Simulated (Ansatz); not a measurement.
# SiO2 (I4/mmm) in Ansatz: reference runs

Reference runs on SiO2: the cell as given and a disturbed copy, and energy against volume gives the equilibrium volume and stiffness.

All numbers are computed with Ansatz 0.2.0; they aren't measurements. Logs are shortened: lines on timing, memory, paths and dates and some standing lists are left out, and cuts for length are marked.

## 1. The crystal as given

It takes space group I4/mmm (No. 139, tetragonal). The conventional cell has a = 8.944 Å, b = 8.944 Å, c = 5.224 Å, α = 90.00°, β = 90.00°, γ = 90.00°. Si (site symmetry m2m) is surrounded by 4 O at 1.60 to 1.61 Å. O (site symmetry m2m) is surrounded by 2 Si at 1.61 Å. O (site symmetry 2/m) has 2 Si at 1.60 Å as nearest neighbours.

The cell comes from a database or a generator and needn't be the stable form of this composition.

## 2. Single point, PBE

The input, input.yaml:

```yaml
crystal:
  lattice:
    - [-4.47204052, 4.47204052, 2.61177035]
    - [4.47204052, -4.47204052, 2.61177035]
    - [4.47204052, 4.47204052, -2.61177035]
  atoms:
    - { symbol: Si, position: [0.82311142, 0.82311142, 0.64622284] }
    - { symbol: Si, position: [0.17688858, 0.82311142, 0.0] }
    - { symbol: Si, position: [0.82311142, 0.17688858, 0.0] }
    - { symbol: Si, position: [0.17688858, 0.17688858, 0.35377716] }
    - { symbol: O, position: [0.0, 0.79145134, 0.79145134] }
    - { symbol: O, position: [0.20854866, 0.0, 0.20854866] }
    - { symbol: O, position: [0.79145134, 0.0, 0.79145134] }
    - { symbol: O, position: [0.0, 0.20854866, 0.20854866] }
    - { symbol: O, position: [0.0, 0.0, 0.5] }
    - { symbol: O, position: [0.5, 0.0, 0.0] }
    - { symbol: O, position: [0.0, 0.5, 0.0] }
    - { symbol: O, position: [0.5, 0.5, 0.5] }
hamiltonian:
  xc: pbe
  pseudopotentials: { kind: paw }
kpoints:
  mp_grid: { grid: [6, 6, 6] }
scf:
  occupations: { method: fermi_dirac, width: 0.05 }
output:
  forces: true
  stress: true
  eigenvalues: true
```

Potentials or basis: Ansatz PAW.

The run is started by

```bash
$ ansatz run input.yaml --threads 4 --pin off --max-ram 11264MiB --backend cpu --events-out ev --progress --plain --runs-dir out
```

Log:

```text
Warning: RAYON_NUM_THREADS=4 ignored (pool sized by the plan → 4); use --threads N
Engine: ansatz 0.2.0, aarch64-unknown-linux-gnu
Pseudopotentials: kind: paw
Pseudopotential: Si, paw, valence charge 4, recommended cutoff 420 eV (normal), Si.paw.azcp
Pseudopotential: O, paw, valence charge 6, recommended cutoff 420 eV (normal), O.paw.azcp
Functional definition: PBE
  parameter kappa = 0.804
  parameter beta = 0.06672455060314922
  exchange = pbe_x(kappa = kappa, mu = beta*pi^2/3)
  correlation = pbe_c(beta = beta)
Crystal: 12 atoms, lattice volume = 208.933 Å³
Basis set: ecut = 420 eV, 4053 PW (Γ), exchange–correlation on 96×96×96 points (8 copies of the dense FFT grid, shifted against one another)
Bands: 44, of which v1, the nominal top of the filled ones, is band 32 counted from 1 (31 counted from 0)
Symmetry: 16 space group operations
Space group: I4/mmm (ITA 139), of the structure as read, at distance tolerance 5.9e-5 Å
k-points: 30 of 216
Non-local potential: Si, projectors of the file, l = 0: 2, l = 1: 2, l = 2: 2
Non-local potential: O, projectors of the file, l = 0: 2, l = 1: 2, l = 2: 1
PAW form: soft (Blöchl's): semilocal exchange-correlation on the pseudo side does not see the compensation charge
PAW one-centre angular grid: Si, 110 points (default); XC on 64 Gauss nodes
PAW one-centre angular grid: O, 110 points (default); XC on 64 Gauss nodes
Initial density: superposition of atomic densities (neutral atoms: chi_scale 0, normalization atom), corrected by the library's trained network
Initial wavefunctions: pseudopotential atomic-orbital guess
Functional: x = pbe(κ = 0.804, μ = 0.2195149727645171), c = pbe(β = 0.06672455060314922)
SCF iter   1: F=—  HF=-7096.198827 eV  |F-HF|=—  |Δ(HF+E_count)|=         —  Δρ=1.59e-3  dr2=3.77e-3  ethr=1.77e-3  ⟨swp⟩=7.1  Hψ=7080  notcnv=0  defer=25
preconditioner: auto → Resta (q_TF=auto, 2.240 Å⁻¹)  ε∞=2.6  [insulator: Δε(μ)=5.419 eV  Ē_g=16.471 eV  σ=0.050 eV  W_gap=1.00  n_scr=44 (ndim 8)  ℏωp=20.6 eV  f_vac=0.343  D(μ)=0.00/eV (n_scr^D=0)  ε∞_Penn≈2.6]
SCF iter   2: F=—  HF=-7096.200416 eV  |F-HF|=—  |Δ(HF+E_count)|=   1.59e-3  Δρ=5.20e-4  dr2=2.35e-4  ethr=5.89e-6  ⟨swp⟩=2.0  Hψ=2462  notcnv=0  defer=144
SCF iter   3: F=—  HF=-7096.200783 eV  |F-HF|=—  |Δ(HF+E_count)|=   3.68e-4  Δρ=2.50e-4  dr2=7.77e-5  ethr=3.67e-7  ⟨swp⟩=2.0  Hψ=1944  notcnv=0  defer=66
automatic band count: iteration 3 solves 41 bands in place of 44: the levels show a gap, and the empty bands left out lie too high to hold charge; the band table lists the bands solved (type scf.n_extra_bands for more)
SCF iter   4: F=—  HF=-7096.200981 eV  |F-HF|=—  |Δ(HF+E_count)|=   1.97e-4  Δρ=2.78e-5  dr2=2.48e-6  ethr=1.21e-7  ⟨swp⟩=2.0  Hψ=2260  notcnv=0  defer=66
SCF iter   5: F=—  HF=-7096.200977 eV  |F-HF|=—  |Δ(HF+E_count)|=   3.31e-6  Δρ=1.36e-5  dr2=3.88e-7  ethr=3.87e-9  ⟨swp⟩=2.0  Hψ=1742  notcnv=0  defer=66
SCF iter   6: F=—  HF=-7096.200977 eV  |F-HF|=—  |Δ(HF+E_count)|=   3.75e-7  Δρ=1.09e-5  dr2=1.78e-7  ethr=1.56e-10  ⟨swp⟩=10.7  Hψ=6474  notcnv=0
SCF iter   7: F=-7096.200977 eV  HF=-7096.200977 eV  |F-HF|=1.52e-9  |Δ(HF+E_count)|=   5.56e-8  Δρ=2.15e-6  dr2=7.03e-9  ethr=1.56e-10  ⟨swp⟩=5.7  Hψ=5033  notcnv=0
SCF 1 converged in 7 iterations: F = -7096.200977 eV  dr2 = 7.03e-9
SCF converged after 7 iterations
Free energy (F): -7096.200977 eV
Harris-Foulkes:  -7096.200977 eV  (|F-HF|=1.52e-9)
Internal energy: -7096.200977 eV  (E = F + TS)
E sigma→0 (E₀):  -7096.200977 eV
Fermi energy:    2.784959 eV
--- Per-component energies (eV) ---
  E_band       = -452.564754
  E_kinetic    = 1613.762306
  E_local      = -5496.751804  (includes V_loc(G=0)·N_el)
  E_nonlocal   = 481.389860
  E_hartree    = 2102.571907
  E_xc         = -816.644652
  E_vxc        = -947.833512  (∫ρ·V_xc dr)
  E_paw        = -3326.722089  (= ΣΔE_a)
  E_vpaw       = -308.293199  (= ΣTr[D̂ρ^β])
  E_aug_tail   = 0.021003  (compensation charges beyond the density's cutoff)
  E_ewald      = -1653.827506
  E_smearing   = -0.000000  (= −TS)
  E_closure    = -0.000000  (closes the sum)
  Σ components = -7096.200977   (vs F -7096.200977, Δ=0.00e0)
--- Forces (eV/Å), atoms counted from 1 ---
  atom   1  Si     0.03202674     0.03202674     0.00000000
  atom   2  Si     0.03202674    -0.03202674     0.00000000
  atom   3  Si    -0.03202674     0.03202674     0.00000000
  atom   4  Si    -0.03202674    -0.03202674     0.00000000
  atom   5  O     -0.21609983    -0.00000000     0.00000000
  atom   6  O      0.00000000     0.21609983     0.00000000
  atom   7  O     -0.00000000    -0.21609983     0.00000000
  atom   8  O      0.21609983     0.00000000    -0.00000000
  atom   9  O      0.00000000     0.00000000     0.00000000
  atom  10  O      0.00000000    -0.00000000    -0.00000000
  atom  11  O      0.00000000    -0.00000000     0.00000000
  atom  12  O      0.00000000     0.00000000    -0.00000000
  max |Σ_I F_I| component: 4.61e-19 eV/Å
--- Stress (GPa, compression-positive) ---
        3.583674      -0.000000       0.000000
       -0.000000       3.583674      -0.000000
        0.000000       0.000000       3.804709
  P = ⅓ Tr σ = 3.6574 GPa (36.574 kbar)
--- Band table (eV; the first three rows and the last of 30) ---
  k-point 0: bands = ["-19.4946", "-18.6325", "-18.0829", "-18.0829", "-17.4881", "-17.4563", "-17.4563", "-17.4356", "-8.9937", "-8.9937", "-7.4351", "-6.0006", "-5.8172", "-5.8172", "-5.4807", "-5.4364", "-3.3385", "-2.7866", "-2.7866", "-2.6262", "-2.1237", "-2.0715", "-2.0715", "-1.9774", "-1.9774", "-1.4219", "-1.3871", "-1.3871", "-0.8364", "-0.6866", "-0.0375", "-0.0296", "5.4328", "8.3507", "8.5912", "8.8750", "9.1992", "9.5453", "9.5453", "10.2763", "10.2763"]
  k-point 1: bands = ["-19.4597", "-18.7380", "-18.0809", "-18.0136", "-17.4804", "-17.4563", "-17.4563", "-17.4384", "-9.0941", "-8.9848", "-7.2759", "-5.9683", "-5.8613", "-5.8037", "-5.5182", "-5.4716", "-3.3316", "-2.7478", "-2.7467", "-2.6123", "-2.1841", "-2.1504", "-2.1158", "-2.0743", "-1.9249", "-1.4925", "-1.4099", "-1.2751", "-0.6920", "-0.6368", "-0.1015", "-0.0716", "5.6004", "8.1845", "8.5484", "8.9517", "9.1099", "9.5765", "9.6560", "10.1207", "10.1811"]
  k-point 2: bands = ["-19.3617", "-18.9386", "-18.0767", "-17.9160", "-17.4623", "-17.4564", "-17.4563", "-17.4440", "-9.2605", "-8.9668", "-6.9608", "-5.9793", "-5.8785", "-5.7640", "-5.6177", "-5.5543", "-3.3074", "-2.6545", "-2.6390", "-2.5758", "-2.3312", "-2.2584", "-2.2431", "-2.2206", "-1.8664", "-1.6114", "-1.4563", "-0.9878", "-0.5097", "-0.4821", "-0.2946", "-0.1666", "6.0611", "7.5506", "8.6206", "8.9718", "9.2523", "9.6894", "9.8030", "9.8561", "10.0300"]
  k-point 29: bands = ["-19.0735", "-19.0735", "-18.6595", "-17.4676", "-17.4586", "-17.4452", "-17.4445", "-17.4445", "-10.0494", "-7.9131", "-6.5711", "-6.5711", "-5.9439", "-5.7420", "-5.7420", "-5.4381", "-3.3501", "-3.0092", "-2.6980", "-2.5400", "-2.3737", "-2.3737", "-2.2831", "-1.8061", "-1.8061", "-1.5818", "-1.4504", "-1.0305", "-1.0305", "-0.1918", "-0.0238", "-0.0238", "7.6164", "7.6383", "7.6383", "8.0074", "8.7090", "8.7090", "9.2223", "9.8789", "9.8789"]
```

Run time: 4.8 s. Hardware: 4 threads of Arm Neoverse V1, shared host; peak memory 0.66 GiB.

What came out:

* Free energy: -7096.2010 eV
* Pressure: 3.7 GPa
* Largest force: 0.216 eV/Å
* Band gap on the k mesh: 5.46 eV, indirect (least direct gap 5.46 eV)

Forces on the atoms (eV/Å):
```
Si   0.032  0.032  0.000
Si   0.032 -0.032  0.000
Si  -0.032  0.032  0.000
Si  -0.032 -0.032  0.000
O   -0.216  0.000  0.000
O    0.000  0.216  0.000
O    0.000 -0.216  0.000
O    0.216  0.000  0.000
O    0.000  0.000  0.000
O    0.000  0.000  0.000
O    0.000  0.000  0.000
O    0.000  0.000  0.000
```

Caveat: the pressure holds a Pulay correction of +0.4 GPa for the finite cutoff. A k mesh can miss the band edges.

## 3. Single point, PBE (atoms moved at random, drawn with an rms of 0.05 Å)

The input, input.yaml:

```yaml
crystal:
  lattice:
    - [-4.47204052, 4.47204052, 2.61177035]
    - [4.47204052, -4.47204052, 2.61177035]
    - [4.47204052, 4.47204052, -2.61177035]
  atoms:
    - { symbol: Si, position: [0.824333, 0.829286, 0.646197] }
    - { symbol: Si, position: [0.16959, 0.822362, -0.003393] }
    - { symbol: Si, position: [0.826685, 0.186252, 0.005984] }
    - { symbol: Si, position: [0.169633, 0.173808, 0.349431] }
    - { symbol: O, position: [0.006696, 0.797084, 0.790849] }
    - { symbol: O, position: [0.207778, 0.007102, 0.212322] }
    - { symbol: O, position: [0.793345, -0.004757, 0.791062] }
    - { symbol: O, position: [0.006675, 0.210891, 0.209155] }
    - { symbol: O, position: [-0.00042, -0.000353, 0.49586] }
    - { symbol: O, position: [0.495803, 0.000833, 0.002785] }
    - { symbol: O, position: [-0.002346, 0.493658, -0.000319] }
    - { symbol: O, position: [0.498139, 0.497789, 0.497925] }
hamiltonian:
  xc: pbe
  pseudopotentials: { kind: paw }
kpoints:
  mp_grid: { grid: [6, 6, 6] }
scf:
  occupations: { method: fermi_dirac, width: 0.05 }
output:
  forces: true
  stress: true
  eigenvalues: true
```

Potentials or basis: Ansatz PAW.

The run is started by

```bash
$ ansatz run input.yaml --threads 4 --pin off --max-ram 11264MiB --backend cpu --events-out ev --progress --plain --runs-dir out
```

It took 23 s on 4 threads of Arm Neoverse V1, shared host; peak memory 0.99 GiB.

The run converged. Its results:

```
Free energy            : -7095.6952 eV
Pressure               : 4.8 GPa
Largest force          : 3.899 eV/Å
Band gap on the k mesh : 5.27 eV, indirect (least direct gap 5.31 eV)
```

Forces on the atoms (eV/Å):
```
Si  -2.519  0.161 -0.796
Si   0.939  1.788 -0.262
Si  -2.455  0.744 -2.717
Si   1.193  2.158  1.100
O   -0.370 -1.438 -0.177
O   -3.530  0.291 -0.268
O    3.884 -0.340  0.016
O    0.768 -3.047 -0.110
O    0.592  0.411 -0.947
O   -0.420  0.582  0.723
O    1.559 -1.596  2.869
O    0.359  0.287  0.569
```

Stress tensor (GPa, compression positive):
```
 4.45 -1.87 -0.02
-1.87  6.65 -1.66
-0.02 -1.66  3.43
```

Levels at points of the mesh, in eV from the valence-band top:
| k point | band 29 | band 30 | band 31 | band 32 | band 33 | band 34 | band 35 | band 36 |
| --- | --- | --- | --- | --- | --- | --- | --- | --- |
| (0.00, 0.00, 0.00) | -1.02 | -0.83 | -0.16 | -0.04 | 5.27 | 8.09 | 8.50 | 8.64 |
| (0.00, 0.00, -0.50) | -0.73 | -0.71 | -0.44 | -0.13 | 6.37 | 6.84 | 8.31 | 8.89 |
| (0.00, -0.50, 0.00) | -1.29 | -0.83 | -0.75 | -0.35 | 7.49 | 7.55 | 8.45 | 8.71 |
| (0.00, -0.50, -0.50) | -1.12 | -1.05 | -0.64 | -0.44 | 7.50 | 7.54 | 8.51 | 8.63 |
| (-0.50, 0.00, 0.00) | -1.14 | -0.86 | -0.82 | -0.32 | 7.41 | 7.62 | 8.45 | 8.81 |
| (-0.50, 0.00, -0.50) | -1.12 | -0.90 | -0.65 | -0.42 | 7.45 | 7.59 | 8.44 | 8.75 |
| (-0.50, -0.50, 0.00) | -0.62 | -0.58 | -0.44 | -0.22 | 6.47 | 6.68 | 8.58 | 8.72 |
| (-0.50, -0.50, -0.50) | -1.11 | -0.33 | -0.19 | 0.00 | 7.26 | 7.46 | 7.65 | 7.84 |

Caveat: the pressure holds a Pulay correction of +0.4 GPa for the finite cutoff. A k mesh can miss the band edges.

## 4. Single point, PBE, 16.37 Å³/atom (volume scaled by 0.94)

The input, input.yaml:

```yaml
crystal:
  lattice:
    - [-4.380748771, 4.380748771, 2.558453954]
    - [4.380748771, -4.380748771, 2.558453954]
    - [4.380748771, 4.380748771, -2.558453954]
  atoms:
    - { symbol: Si, position: [0.82311142, 0.82311142, 0.64622284] }
    - { symbol: Si, position: [0.17688858, 0.82311142, 0.0] }
    - { symbol: Si, position: [0.82311142, 0.17688858, 0.0] }
    - { symbol: Si, position: [0.17688858, 0.17688858, 0.35377716] }
    - { symbol: O, position: [0.0, 0.79145134, 0.79145134] }
    - { symbol: O, position: [0.20854866, 0.0, 0.20854866] }
    - { symbol: O, position: [0.79145134, 0.0, 0.79145134] }
    - { symbol: O, position: [0.0, 0.20854866, 0.20854866] }
    - { symbol: O, position: [0.0, 0.0, 0.5] }
    - { symbol: O, position: [0.5, 0.0, 0.0] }
    - { symbol: O, position: [0.0, 0.5, 0.0] }
    - { symbol: O, position: [0.5, 0.5, 0.5] }
hamiltonian:
  xc: pbe
  pseudopotentials: { kind: paw }
kpoints:
  mp_grid: { grid: [6, 6, 6] }
scf:
  occupations: { method: fermi_dirac, width: 0.05 }
output:
  forces: true
  stress: true
  eigenvalues: true
```

The run is started by

```bash
$ ansatz run input.yaml --threads 4 --pin off --max-ram 11264MiB --backend cpu --events-out ev --progress --plain --runs-dir out
```

Run time: 4 s. Hardware: 4 threads of Arm Neoverse V1, shared host; peak memory 0.63 GiB.

Results (log left out):

```yaml
Free_energy: -7095.5162 eV
Pressure: 14.4 GPa
Largest_force: 0.634 eV/Å
Band_gap_on_the_k_mesh: 5.60 eV, indirect (least direct gap 5.61 eV)
```

Caveat: the pressure holds a Pulay correction of +0.5 GPa for the finite cutoff.

## 5. Single point, PBE, 16.71 Å³/atom (volume scaled by 0.96)

Edit input.yaml of step 4 so:

```diff
@@ -2,5 +2,5 @@
   lattice:
-    - [-4.380748771, 4.380748771, 2.558453954]
-    - [4.380748771, -4.380748771, 2.558453954]
-    - [4.380748771, 4.380748771, -2.558453954]
+    - [-4.4116001309, 4.4116001309, 2.576471829]
+    - [4.4116001309, -4.4116001309, 2.576471829]
+    - [4.4116001309, 4.4116001309, -2.576471829]
   atoms:
@@ -29 +29,5 @@
   eigenvalues: true
+  write_density: true
+  write_potential: true
+  elf: true
+  volumetric_format: npy
```

The run is started by

```bash
$ ansatz run input.yaml --threads 4 --pin off --max-ram 11264MiB --backend cpu --events-out ev --progress --plain --runs-dir out
```

It took 5.7 s on 4 threads of Arm Neoverse V1, shared host; peak memory 0.65 GiB.

Results (log left out):

| Quantity | Value |
| --- | --- |
| Free energy | -7095.8392 eV |
| Pressure | 10.4 GPa |
| Largest force | 0.483 eV/Å |
| Band gap on the k mesh | 5.56 eV, indirect (least direct gap 5.57 eV) |

Caveat: the pressure holds a Pulay correction of +0.5 GPa for the finite cutoff.

## 6. Single point, PBE, 17.06 Å³/atom (volume scaled by 0.98)

Edit input.yaml of step 5 so:

```diff
@@ -2,5 +2,5 @@
   lattice:
-    - [-4.4116001309, 4.4116001309, 2.576471829]
-    - [4.4116001309, -4.4116001309, 2.576471829]
-    - [4.4116001309, 4.4116001309, -2.576471829]
+    - [-4.4420259209, 4.4420259209, 2.5942411618]
+    - [4.4420259209, -4.4420259209, 2.5942411618]
+    - [4.4420259209, 4.4420259209, -2.5942411618]
   atoms:
```

Potentials or basis: Ansatz PAW.

The run is started by

```bash
$ ansatz run input.yaml --threads 4 --pin off --max-ram 11264MiB --backend cpu --events-out ev --progress --plain --runs-dir out
```

Run time: 5.6 s. Hardware: 4 threads of Arm Neoverse V1, shared host; peak memory 0.66 GiB.

It converged, with:

| Item | Value |
| --- | --- |
| Free energy | -7096.0640 eV |
| Pressure | 6.9 GPa |
| Largest force | 0.344 eV/Å |
| Band gap on the k mesh | 5.51 eV, indirect (least direct gap 5.52 eV) |

Caveat: the pressure holds a Pulay correction of +0.5 GPa for the finite cutoff.

## 7. Single point, PBE, 17.41 Å³/atom

Edit input.yaml of step 6 so:

```diff
@@ -2,5 +2,5 @@
   lattice:
-    - [-4.4420259209, 4.4420259209, 2.5942411618]
-    - [4.4420259209, -4.4420259209, 2.5942411618]
-    - [4.4420259209, 4.4420259209, -2.5942411618]
+    - [-4.47204052, 4.47204052, 2.61177035]
+    - [4.47204052, -4.47204052, 2.61177035]
+    - [4.47204052, 4.47204052, -2.61177035]
   atoms:
@@ -29,5 +29 @@
   eigenvalues: true
-  write_density: true
-  write_potential: true
-  elf: true
-  volumetric_format: npy
```

The run is started by

```bash
$ ansatz run input.yaml --threads 4 --pin off --max-ram 11264MiB --backend cpu --events-out ev --progress --plain --runs-dir out
```

Run time: 4.8 s. Hardware: 4 threads of Arm Neoverse V1, shared host; peak memory 0.66 GiB.

The run converged. Its results:

* Free energy: -7096.2010 eV
* Pressure: 3.7 GPa
* Largest force: 0.216 eV/Å
* Band gap on the k mesh: 5.46 eV, indirect (least direct gap 5.46 eV)

Caveat: the pressure holds a Pulay correction of +0.4 GPa for the finite cutoff.

(Part 1 of 2 ends here.)
